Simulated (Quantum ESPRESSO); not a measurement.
Crystal: BN.

```
N B
1.0
     0.00000    1.81300    1.81300
     1.81300    0.00000    1.81300
     1.81300    1.81300    0.00000
N B
1 1
Direct
  0.25000 0.25000 0.25000
  0.00000 0.00000 0.00000
```

The cell is a database's computed one.

Base run:

| Item | Value |
| --- | --- |
| Program | Quantum ESPRESSO 7.5 |
| Functional | AM05 |
| Potentials or basis | SG15 PBE 1.2 |
| Cutoff | 1197 eV |
| Density cutoff | 4789 eV |
| k mesh | 13 × 13 × 13 |
| Occupations | fermi-dirac, width 0.05 eV |
| Spin | no spin polarisation |

Its results: band gap on the k mesh 4.35 eV, indirect (least direct gap 8.65 eV); pressure -4.4 GPa.

Problem. The run is repeated on the same cell with these changes: functional from AM05 to LDA. What comes out?

Solution. Band gap on the k mesh 4.30 eV, indirect (least direct gap 8.67 eV); pressure -4.4 GPa.

Caveats: the potentials were made for another functional, which shifts forces and pressure.

A k mesh can miss the band edges.
